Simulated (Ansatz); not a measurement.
# Nickel, diamond under PBEsol: ground state and equation of state, part 2 of 2

What does PBEsol give for nickel in the diamond structure? We relax it, solve it on a dense k-mesh, then scale the cell to 7 volumes from 88 to 112 % of the relaxed one and try a fit of the equation of state. The start is antiferromagnetic. The k-meshes are 11×11×11 for the relaxation; 18×18×18 for the dense run; 12×12×12 for the volumes.

Ansatz 0.2.0; DFT, PBEsol, plane waves (420 eV) with PAW, scalar-relativistic.

**5. Volume × 0.92**

This is Ni in the diamond structure; at room conditions it is fcc.

File input.yaml:

```yaml
crystal:
  lattice:
    - [0.0, 2.4348847284, 2.4348847284]
    - [2.4348847284, 0.0, 2.4348847284]
    - [2.4348847284, 2.4348847284, 0.0]
  atoms:
    - { symbol: Ni, position: [0.125, 0.125, 0.125], spin: 0.83 }
    - { symbol: Ni, position: [0.875, 0.875, 0.875], spin: 0.83 }
hamiltonian:
  xc: pbesol
  pseudopotentials:
    kind: paw
    azcp:
      Ni: "pseudopotentials/Ni.paw.azcp"
basis:
  ecutwfc: 420
  fft_grid_basis: typed
kpoints:
  mp_grid: { grid: [12, 12, 12], shift: [0, 0, 0] }
magnetization:
  spin_polarized: true
scf:
  occupations: { method: fermi_dirac, width: 0.05 }
  lower_state_search: "off"
output:
  stress: true
  write_density: true
  write_potential: true
  elf: true
  volumetric_format: npy
```

The log of the run, shortened:

```text
Warning: <dir> the record states the generating functional pbe (its physics header spells it `PBE`), which answers neither for hamiltonian.xc's functional nor for the pbesol family's — results may be inconsistent (PPs are generated against a specific XC)
Warning: RAYON_NUM_THREADS=2 ignored (pool sized by the plan → 2); use --threads N
[...]
Pseudopotentials: kind: paw
Pseudopotential: Ni, paw, valence charge 18, recommended cutoff 420 eV (normal), <dir>
Functional definition: PBEsol
[...]
Crystal: 2 atoms, lattice volume = 28.871 Å³
Basis set: ecut = 420 eV, 537 PW (Γ)
Bands: 23, of which v1, the nominal top of the filled ones, is band 18 counted from 1 (17 counted from 0)
Symmetry: 48 space group operations
Space group: Fd-3m (ITA 227), of the structure as read, at distance tolerance 3.1e-5 Å
Magnetic group: BNS 227.128 (UNI 1630), of the structure as read, at distance tolerance 3.1e-5 Å
k-points: 72 of 1728
[...]
Starting moments: Σ|m| = 1.66 μB on 2 of 2 sites
[...]
spin-set hold released at iteration 6 (site moments contracting): the magnetisation degrees of freedom join the quasi-Newton model from the next iteration; the mixer history was flushed
[...]
SCF iter  13: F=-11607.175377 eV  HF=-11607.175377 eV  |F-HF|=4.57e-10  |Δ(HF+E_count)|=   1.27e-8  Δρ=1.51e-6 (↑1.16e-6 ↓1.51e-6)  dr2=1.36e-9  dr2_m=7.59e-11  M=1.569 μB ∫|m|=1.729 μB  ethr=9.45e-11  ⟨swp⟩=5.3  Hψ=19682  notcnv=0
[...]
SCF converged after 13 iterations
Magnetization: 1.5687 μB (18.7843 up, 17.2157 down)
Absolute magnetization: 1.7305 μB (∫|ρ↑−ρ↓|, with the PAW one-centre terms)
Spin contamination: 0.0162 ħ² per cell (⟨S²⟩ above its minimum at these occupations)
Per-site moments (μB) at R_I (Å): [(0.8133707837831532, 0.869827212408484), (0.8133707837831531, 0.869827212408484)]
Free energy (F): -11607.175377 eV
[...]
E sigma→0 (E₀):  -11607.163217 eV
Entropy (-TS):   -0.024322 eV (-12.161 meV/atom)
Fermi energy:    12.548490 eV
[...]
--- Stress (GPa, compression-positive) ---
       10.974749      -0.000000       0.000000
       -0.000000      10.974749      -0.000000
        0.000000       0.000000      10.974749
  P = ⅓ Tr σ = 10.9747 GPa (109.747 kbar)
--- Band table (eV; the first three rows and the last of 144) ---
[... band rows left out ...]
[...]
```

Wall time 5.2 s (2 threads of Arm Neoverse V1, shared host); peak memory 0.32 GiB.

Axes a, b and c in the maps are those of this run's conventional cell (a, b, c = 4.870, 4.870, 4.870 Å).

Density in a lattice plane of the grid's cell (edges 4.87 and 4.87 Å, at 0.125 of the third edge), which holds Ni. It is the smooth density of the valence electrons, not physical close to the nuclei.

Ten even steps from ' ' (0.06 e/Å³) to '@' (45.13 e/Å³):
```
                                                
                                                
                                                
                                                
                                                
                          ..::==--..            
                          ::##@@##--            
                          ::##@@##::            
                          ..--==--..            
                                                
                                                
                                                
                                                
                                                
                                                
  ..::==--..                                    
  ::##@@##--                                    
  ::##@@##::                                    
  ..--==--..                                    
                                                
```
Columns run along the first of these edges and rows up along the second, over one cell in 24 and 20 even steps from the bottom left corner. Atoms in the plane (fractional): Ni at (0.12, 0.12), Ni at (0.62, 0.62).

Spin density (up less down) in a lattice plane of the grid's cell (edges 4.87 and 4.87 Å, at 0.125 of the third edge), which holds Ni.

Ten even steps from '0' (-0.01 e/Å³) to '9' (2.57 e/Å³):
```
000000000000000000000000
000000000000000000000000
000000000000000000000000
000000000000000000000000
000000000000000000000000
000000000000012321000000
000000000000027972000000
000000000000026972000000
000000000000012321000000
000000000000000000000000
000000000000000000000000
000000000000000000000000
000000000000000000000000
000000000000000000000000
000000000000000000000000
012321000000000000000000
027972000000000000000000
026972000000000000000000
012321000000000000000000
000000000000000000000000
```
Columns run along the first of these edges and rows up along the second, over one cell in 24 and 20 even steps from the bottom left corner. Atoms in the plane (fractional): Ni at (0.12, 0.12), Ni at (0.62, 0.62).

**6. Volume × 0.96**

Changes to input.yaml since step 5:

```diff
@@ -2,5 +2,5 @@
   lattice:
-    - [0.0, 2.4348847284, 2.4348847284]
-    - [2.4348847284, 0.0, 2.4348847284]
-    - [2.4348847284, 2.4348847284, 0.0]
+    - [0.0, 2.4696734961, 2.4696734961]
+    - [2.4696734961, 0.0, 2.4696734961]
+    - [2.4696734961, 2.4696734961, 0.0]
   atoms:
@@ -26,5 +26 @@
   stress: true
-  write_density: true
-  write_potential: true
-  elf: true
-  volumetric_format: npy
```

The log of the run, shortened:

```text
Warning: <dir> the record states the generating functional pbe (its physics header spells it `PBE`), which answers neither for hamiltonian.xc's functional nor for the pbesol family's — results may be inconsistent (PPs are generated against a specific XC)
Warning: RAYON_NUM_THREADS=2 ignored (pool sized by the plan → 2); use --threads N
[...]
[... 3 set-up lines as earlier in the session ...]
[...]
Crystal: 2 atoms, lattice volume = 30.126 Å³
Basis set: ecut = 420 eV, 609 PW (Γ)
Bands: 23, of which v1, the nominal top of the filled ones, is band 18 counted from 1 (17 counted from 0)
[... 2 set-up lines as earlier in the session ...]
Magnetic group: BNS 227.128 (UNI 1630), of the structure as read, at distance tolerance 3.1e-5 Å
k-points: 72 of 1728
[...]
Starting moments: Σ|m| = 1.66 μB on 2 of 2 sites
[...]
spin-set hold released at iteration 6 (site moments contracting): the magnetisation degrees of freedom join the quasi-Newton model from the next iteration; the mixer history was flushed
[...]
SCF iter  13: F=-11607.236501 eV  HF=-11607.236501 eV  |F-HF|=2.16e-10  |Δ(HF+E_count)|=   3.67e-8  Δρ=2.37e-6 (↑1.83e-6 ↓2.37e-6)  dr2=4.81e-9  dr2_m=1.02e-10  M=1.578 μB ∫|m|=1.748 μB  ethr=1.21e-10  ⟨swp⟩=2.3  Hψ=10371  notcnv=0
[...]
SCF converged after 13 iterations
Magnetization: 1.5780 μB (18.7890 up, 17.2110 down)
Absolute magnetization: 1.7493 μB (∫|ρ↑−ρ↓|, with the PAW one-centre terms)
Spin contamination: 0.0176 ħ² per cell (⟨S²⟩ above its minimum at these occupations)
Per-site moments (μB) at R_I (Å): [(0.8211345756785932, 0.8822549945037382), (0.8211345756785929, 0.8822549945037382)]
Free energy (F): -11607.236501 eV
[...]
E sigma→0 (E₀):  -11607.223570 eV
Entropy (-TS):   -0.025861 eV (-12.930 meV/atom)
Fermi energy:    11.809764 eV
[...]
--- Stress (GPa, compression-positive) ---
        4.869281       0.000000       0.000000
       -0.000000       4.869281       0.000000
        0.000000      -0.000000       4.869281
  P = ⅓ Tr σ = 4.8693 GPa (48.693 kbar)
```

Run time: 4.1 s. Hardware: 2 threads of Arm Neoverse V1, shared host; peak memory 0.32 GiB.

**7. Volume × 1.0**

Changes to input.yaml since step 6:

```diff
@@ -2,5 +2,5 @@
   lattice:
-    - [0.0, 2.4696734961, 2.4696734961]
-    - [2.4696734961, 0.0, 2.4696734961]
-    - [2.4696734961, 2.4696734961, 0.0]
+    - [0.0, 2.5035088444, 2.5035088444]
+    - [2.5035088444, 0.0, 2.5035088444]
+    - [2.5035088444, 2.5035088444, 0.0]
   atoms:
```

The log of the run, shortened:

```text
Warning: <dir> the record states the generating functional pbe (its physics header spells it `PBE`), which answers neither for hamiltonian.xc's functional nor for the pbesol family's — results may be inconsistent (PPs are generated against a specific XC)
Warning: RAYON_NUM_THREADS=2 ignored (pool sized by the plan → 2); use --threads N
[...]
[... 3 set-up lines as earlier in the session ...]
[...]
Crystal: 2 atoms, lattice volume = 31.382 Å³
Basis set: ecut = 420 eV, 609 PW (Γ)
Bands: 23, of which v1, the nominal top of the filled ones, is band 18 counted from 1 (17 counted from 0)
[... 2 set-up lines as earlier in the session ...]
Magnetic group: BNS 227.128 (UNI 1630), of the structure as read, at distance tolerance 3.2e-5 Å
k-points: 72 of 1728
[...]
Starting moments: Σ|m| = 1.66 μB on 2 of 2 sites
[...]
spin-set hold released at iteration 6 (site moments contracting): the magnetisation degrees of freedom join the quasi-Newton model from the next iteration; the mixer history was flushed
[...]
SCF iter  13: F=-11607.254922 eV  HF=-11607.254922 eV  |F-HF|=5.54e-9  |Δ(HF+E_count)|=   5.24e-8  Δρ=4.28e-6 (↑3.08e-6 ↓4.28e-6)  dr2=1.56e-8  dr2_m=2.79e-10  M=1.586 μB ∫|m|=1.765 μB  ethr=2.78e-10  ⟨swp⟩=3.8  Hψ=10262  notcnv=0
[...]
SCF converged after 13 iterations
Magnetization: 1.5857 μB (18.7928 up, 17.2072 down)
Absolute magnetization: 1.7666 μB (∫|ρ↑−ρ↓|, with the PAW one-centre terms)
Spin contamination: 0.0191 ħ² per cell (⟨S²⟩ above its minimum at these occupations)
Per-site moments (μB) at R_I (Å): [(0.8279170330541794, 0.8943421813628871), (0.82791703305418, 0.8943421813628871)]
Free energy (F): -11607.254922 eV
[...]
E sigma→0 (E₀):  -11607.241219 eV
Entropy (-TS):   -0.027405 eV (-13.703 meV/atom)
Fermi energy:    11.132356 eV
[...]
--- Stress (GPa, compression-positive) ---
        0.025368       0.000000      -0.000000
        0.000000       0.025368      -0.000000
       -0.000000       0.000000       0.025368
  P = ⅓ Tr σ = 0.0254 GPa (0.254 kbar)
```

It took 3.7 s on 2 threads of Arm Neoverse V1, shared host; peak memory 0.32 GiB.

**8. Volume × 1.04**

Changes to input.yaml since step 7:

```diff
@@ -2,5 +2,5 @@
   lattice:
-    - [0.0, 2.5035088444, 2.5035088444]
-    - [2.5035088444, 0.0, 2.5035088444]
-    - [2.5035088444, 2.5035088444, 0.0]
+    - [0.0, 2.5364535282, 2.5364535282]
+    - [2.5364535282, 0.0, 2.5364535282]
+    - [2.5364535282, 2.5364535282, 0.0]
   atoms:
@@ -26 +26,5 @@
   stress: true
+  write_density: true
+  write_potential: true
+  elf: true
+  volumetric_format: npy
```

The log of the run, shortened:

```text
Warning: <dir> the record states the generating functional pbe (its physics header spells it `PBE`), which answers neither for hamiltonian.xc's functional nor for the pbesol family's — results may be inconsistent (PPs are generated against a specific XC)
Warning: RAYON_NUM_THREADS=2 ignored (pool sized by the plan → 2); use --threads N
[...]
[... 3 set-up lines as earlier in the session ...]
[...]
Crystal: 2 atoms, lattice volume = 32.637 Å³
Basis set: ecut = 420 eV, 609 PW (Γ)
Bands: 23, of which v1, the nominal top of the filled ones, is band 18 counted from 1 (17 counted from 0)
[... 2 set-up lines as earlier in the session ...]
Magnetic group: BNS 227.128 (UNI 1630), of the structure as read, at distance tolerance 3.2e-5 Å
k-points: 72 of 1728
[...]
Starting moments: Σ|m| = 1.66 μB on 2 of 2 sites
[...]
the search or the solves at the SCF's close seem to have found levels that the self-consistency loop had missed (the run counts 1). By its estimate they hold under 1e-12 electrons; where the run keeps them, the occupations were computed again with them
[...]
SCF converged after 13 iterations
Magnetization: 1.5928 μB (18.7964 up, 17.2036 down)
Absolute magnetization: 1.7829 μB (∫|ρ↑−ρ↓|, with the PAW one-centre terms)
Spin contamination: 0.0206 ħ² per cell (⟨S²⟩ above its minimum at these occupations)
Per-site moments (μB) at R_I (Å): [(0.8342103578490242, 0.9061111912626957), (0.8342103578490241, 0.9061111912626957)]
Free energy (F): -11607.239477 eV
[...]
E sigma→0 (E₀):  -11607.224998 eV
Entropy (-TS):   -0.028957 eV (-14.479 meV/atom)
Fermi energy:    10.508931 eV
[...]
--- Stress (GPa, compression-positive) ---
       -3.818466      -0.000000      -0.000000
       -0.000000      -3.818466       0.000000
        0.000000       0.000000      -3.818466
  P = ⅓ Tr σ = -3.8185 GPa (-38.185 kbar)
--- Band table (eV; the first three rows and the last of 144) ---
[... band rows left out ...]
[...]
```

It took 5 s on 2 threads of Arm Neoverse V1, shared host; peak memory 0.33 GiB.

**9. Volume × 1.08**

Changes to input.yaml since step 8:

```diff
@@ -2,5 +2,5 @@
   lattice:
-    - [0.0, 2.5364535282, 2.5364535282]
-    - [2.5364535282, 0.0, 2.5364535282]
-    - [2.5364535282, 2.5364535282, 0.0]
+    - [0.0, 2.5685639437, 2.5685639437]
+    - [2.5685639437, 0.0, 2.5685639437]
+    - [2.5685639437, 2.5685639437, 0.0]
   atoms:
@@ -26,5 +26 @@
   stress: true
-  write_density: true
-  write_potential: true
-  elf: true
-  volumetric_format: npy
```

The log of the run, shortened:

```text
Warning: <dir> the record states the generating functional pbe (its physics header spells it `PBE`), which answers neither for hamiltonian.xc's functional nor for the pbesol family's — results may be inconsistent (PPs are generated against a specific XC)
Warning: RAYON_NUM_THREADS=2 ignored (pool sized by the plan → 2); use --threads N
[...]
[... 3 set-up lines as earlier in the session ...]
[...]
Crystal: 2 atoms, lattice volume = 33.892 Å³
Basis set: ecut = 420 eV, 645 PW (Γ)
Bands: 23, of which v1, the nominal top of the filled ones, is band 18 counted from 1 (17 counted from 0)
[... 2 set-up lines as earlier in the session ...]
Magnetic group: BNS 227.128 (UNI 1630), of the structure as read, at distance tolerance 3.2e-5 Å
k-points: 72 of 1728
[...]
Starting moments: Σ|m| = 1.66 μB on 2 of 2 sites
[...]
spin-set hold released at iteration 6 (site moments contracting): the magnetisation degrees of freedom join the quasi-Newton model from the next iteration; the mixer history was flushed
[...]
SCF iter  13: F=-11607.197158 eV  HF=-11607.197158 eV  |F-HF|=2.48e-8  |Δ(HF+E_count)|=   1.47e-7  Δρ=9.15e-6 (↑6.12e-6 ↓9.15e-6)  dr2=6.52e-8  dr2_m=1.35e-9  M=1.600 μB ∫|m|=1.799 μB  ethr=2.78e-10  ⟨swp⟩=3.0  Hψ=11968  notcnv=0
[...]
SCF converged after 13 iterations
Magnetization: 1.6004 μB (18.8002 up, 17.1998 down)
Absolute magnetization: 1.8005 μB (∫|ρ↑−ρ↓|, with the PAW one-centre terms)
Spin contamination: 0.0221 ħ² per cell (⟨S²⟩ above its minimum at these occupations)
Per-site moments (μB) at R_I (Å): [(0.8404129890760826, 0.9175821709266885), (0.8404129890760828, 0.9175821709266885)]
Free energy (F): -11607.197158 eV
[...]
E sigma→0 (E₀):  -11607.181898 eV
Entropy (-TS):   -0.030519 eV (-15.260 meV/atom)
Fermi energy:    9.933264 eV
[...]
--- Stress (GPa, compression-positive) ---
       -6.860687       0.000000      -0.000000
        0.000000      -6.860687       0.000000
        0.000000       0.000000      -6.860687
  P = ⅓ Tr σ = -6.8607 GPa (-68.607 kbar)
```

It took 4.2 s on 2 threads of Arm Neoverse V1, shared host; peak memory 0.33 GiB.

**10. Volume × 1.12**

Changes to input.yaml since step 9:

```diff
@@ -2,5 +2,5 @@
   lattice:
-    - [0.0, 2.5685639437, 2.5685639437]
-    - [2.5685639437, 0.0, 2.5685639437]
-    - [2.5685639437, 2.5685639437, 0.0]
+    - [0.0, 2.5998909817, 2.5998909817]
+    - [2.5998909817, 0.0, 2.5998909817]
+    - [2.5998909817, 2.5998909817, 0.0]
   atoms:
```

The log of the run, shortened:

```text
Warning: <dir> the record states the generating functional pbe (its physics header spells it `PBE`), which answers neither for hamiltonian.xc's functional nor for the pbesol family's — results may be inconsistent (PPs are generated against a specific XC)
Warning: RAYON_NUM_THREADS=2 ignored (pool sized by the plan → 2); use --threads N
[...]
[... 3 set-up lines as earlier in the session ...]
[...]
Crystal: 2 atoms, lattice volume = 35.148 Å³
Basis set: ecut = 420 eV, 701 PW (Γ)
Bands: 23, of which v1, the nominal top of the filled ones, is band 18 counted from 1 (17 counted from 0)
[... 1 set-up line as earlier in the session ...]
Space group: Fd-3m (ITA 227), of the structure as read, at distance tolerance 3.3e-5 Å
Magnetic group: BNS 227.128 (UNI 1630), of the structure as read, at distance tolerance 3.3e-5 Å
k-points: 72 of 1728
[...]
Starting moments: Σ|m| = 1.66 μB on 2 of 2 sites
[...]
spin-set hold released at iteration 6 (site moments contracting): the magnetisation degrees of freedom join the quasi-Newton model from the next iteration; the mixer history was flushed
[...]
SCF iter  13: F=-11607.133609 eV  HF=-11607.133609 eV  |F-HF|=1.99e-8  |Δ(HF+E_count)|=   5.89e-8  Δρ=6.65e-6 (↑5.83e-6 ↓6.65e-6)  dr2=5.90e-8  dr2_m=2.55e-10  M=1.609 μB ∫|m|=1.815 μB  ethr=2.78e-10  ⟨swp⟩=2.9  Hψ=11909  notcnv=0
[...]
SCF converged after 13 iterations
Magnetization: 1.6088 μB (18.8044 up, 17.1956 down)
Absolute magnetization: 1.8165 μB (∫|ρ↑−ρ↓|, with the PAW one-centre terms)
Spin contamination: 0.0237 ħ² per cell (⟨S²⟩ above its minimum at these occupations)
Per-site moments (μB) at R_I (Å): [(0.8467900668765942, 0.9287733003541834), (0.846790066876594, 0.9287733003541834)]
Free energy (F): -11607.133609 eV
[...]
E sigma→0 (E₀):  -11607.117555 eV
Entropy (-TS):   -0.032106 eV (-16.053 meV/atom)
Fermi energy:    9.400169 eV
[...]
--- Stress (GPa, compression-positive) ---
       -9.260404      -0.000000       0.000000
       -0.000000      -9.260404      -0.000000
        0.000000       0.000000      -9.260404
  P = ⅓ Tr σ = -9.2604 GPa (-92.604 kbar)
```

It took 5 s on 2 threads of Arm Neoverse V1, shared host; peak memory 0.33 GiB.

**11. Fitting the volumes**

All volumes keep the relaxed shape and fractional coordinates.

| V (Å³/atom) | E − E₀ (meV/atom) | P from the stress (GPa) | P from the fit (GPa) | largest moment (μB) |
| --- | --- | --- | --- | --- |
| 13.808 | 96.1 | 18.68 | 18.59 | 0.80 |
| 14.436 | 39.0 | 10.97 | 10.87 | 0.81 |
| 15.063 | 8.8 | 4.87 | 4.76 | 0.82 |
| 15.691 | 0.0 | 0.03 | -0.07 | 0.83 |
| 16.319 | 8.1 | -3.82 | -3.91 | 0.83 |
| 16.946 | 29.7 | -6.86 | -6.96 | 0.84 |
| 17.574 | 61.8 | -9.26 | -9.38 | 0.85 |

Fit (Birch-Murnaghan, third order): V₀ = 15.680 Å³/atom, B₀ = 108 GPa, B₀′ = 4.8, largest residual 0.01 meV/atom.

Fit and stress differ a little: one follows E(σ → 0), the other the smeared free energy.

**12. What came out**

The summary covers parts 1 to 2.

| quantity | value |
| --- | --- |
| space group (spins left aside) | Fd-3m (No. 227) |
| conventional cell | a = 5.007 Å |
| volume | 15.691 Å³/atom |
| shortest distance | 2.168 Å |
| gap on the mesh | none (levels filled in part) |
| magnetic state | ferromagnetic, up to 0.83 μB per atom |
| relative to fcc, ferromagnetic | +1352 meV/atom |
| V₀, B₀, B₀′ | 15.680 Å³/atom, 108 GPa, 4.8 |

From the guessed start the volume grew by 6.2 % in 5 steps. Against the reference form of nickel (fcc, ferromagnetic, computed apart with the same settings) it stands 1352 meV/atom higher, so it is far from stable. The final state is ferromagnetic (largest moment 0.83 μB). That is not the order it started in. Levels at the Fermi energy are filled in part, as in a metal. B₀ comes out at 108 GPa. The symmetry was held, so the structure may be unstable against distortions that break it.
